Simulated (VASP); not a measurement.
# SiC (Moissanite 3C): relaxation of cell and atoms with PBEsol

Crystal: SiC (Moissanite 3C).

```
Si C
1.0
     0.00000    2.17900    2.17900
     2.17900    0.00000    2.17900
     2.17900    2.17900    0.00000
Si C
1 1
Direct
  0.00000 0.00000 0.00000
  0.25000 0.25000 0.25000
```

| Quantity | Value |
| --- | --- |
| Program | VASP 6.6.1 |
| Task | relaxation of cell and atoms |
| Functional | PBEsol |
| Potentials or basis | VASP PAW PBE potentials, release 64 (Si, C) |
| Cutoff | 600 eV |
| k mesh | 13 × 13 × 13 |
| Occupations | fermi-dirac, width 0.05 eV |
| Spin | no spin polarisation |
| Further INCAR settings | ALGO = Normal; EDIFF = 1e-06; IBRION = 2; EDIFFG = -0.01; NSW = 40; ISIF = 3 |

| Item | Value |
| --- | --- |
| Pressure after relaxing | 0.0 GPa |
| Band gap on the k mesh | 1.30 eV, indirect (least direct gap 4.48 eV) |

Final structure:
```cif
data_structure
_symmetry_space_group_name_H-M 'P 1'
_symmetry_Int_Tables_number 1
_cell_length_a 3.0816
_cell_length_b 3.0816
_cell_length_c 3.0816
_cell_angle_alpha 60.000
_cell_angle_beta 60.000
_cell_angle_gamma 60.000
_cell_volume 20.69
loop_
_atom_site_label
_atom_site_type_symbol
_atom_site_fract_x
_atom_site_fract_y
_atom_site_fract_z
_atom_site_occupancy
Si1 Si 0.00000 0.00000 0.00000 1
C1 C 0.25000 0.25000 0.25000 1
```

Levels at points of the mesh, in eV from the valence-band top:
| k point | band 1 | band 2 | band 3 | band 4 | band 5 | band 6 | band 7 | band 8 |
| --- | --- | --- | --- | --- | --- | --- | --- | --- |
| (0.00, 0.00, 0.00) | -15.42 | 0.00 | 0.00 | 0.00 | 6.19 | 7.24 | 7.24 | 7.24 |

Run time: 22 s on 1 thread of Intel(R) Xeon(R) Platinum 8259CL CPU @ 2.50GHz (Skylake/Cascade Lake) (shared host), peak memory 0.16 GiB.

Caveat: the relaxation stopped at its first step, so nothing moved; the PAW data sets were made with another functional, which shifts forces and pressure a little; an odd mesh through Γ misses points on the zone boundary, where band edges often lie. As with any semilocal functional, this PBEsol gap is likely too small.
